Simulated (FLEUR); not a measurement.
CaF2 (Fluorite) under changes of volume

One of the cells (13.579 Å³/atom); the others are scaled copies at fixed shape and fractional positions:

```xyz
3
Lattice="0.0000 2.7310 2.7310 2.7310 0.0000 2.7310 2.7310 2.7310 0.0000" Properties=species:S:1:pos:R:3 pbc="T T T"
Ca    0.0000    0.0000    0.0000
F     4.0965    4.0965    4.0965
F     1.3655    1.3655    1.3655
```

```yaml
Program: FLEUR MaX-R8.1 (later development tree)
Functional: PBE
Potentials_or_basis: all-electron
Basis: FLAPW
Kmax: 4.32 1/bohr
k_mesh: 8 × 8 × 8
Occupations: fermi-dirac, width 0.05 eV
Spin: no spin polarisation
```

| volume (Å³/atom) | energy over the lowest point (meV/atom) | gap on the mesh (eV) |
| --- | --- | --- |
| 12.764 | 27.60 | 7.66 |
| 13.036 | 15.46 | 7.53 |
| 13.308 | 7.04 | 7.41 |
| 13.579 | 2.01 | 7.29 |
| 13.851 | 0.00 | 7.17 |
| 14.122 | 0.11 | 7.06 |
| 14.394 | ? | ? |

Task: What does the run at 14.394 Å³/atom give?

Result: Energy over the lowest point 3.17 meV/atom; gap on the mesh 6.95 eV.

Worked out: A Birch-Murnaghan fit of order 3 (a polynomial in V^(-2/3)) to the other rows has its minimum at 13.96 Å³/atom with B0 = V·E''(V) = 68 GPa (rough, since the energies scatter). It gives 2.41 meV/atom at 14.394 Å³/atom, against the run's 3.17. A straight line through the other rows of the gap, of slope -5.94 eV per unit of ln V, extrapolates to 6.94 eV, against the run's 6.95.

Energies are extrapolated to zero smearing.

A mesh can miss the band edges.
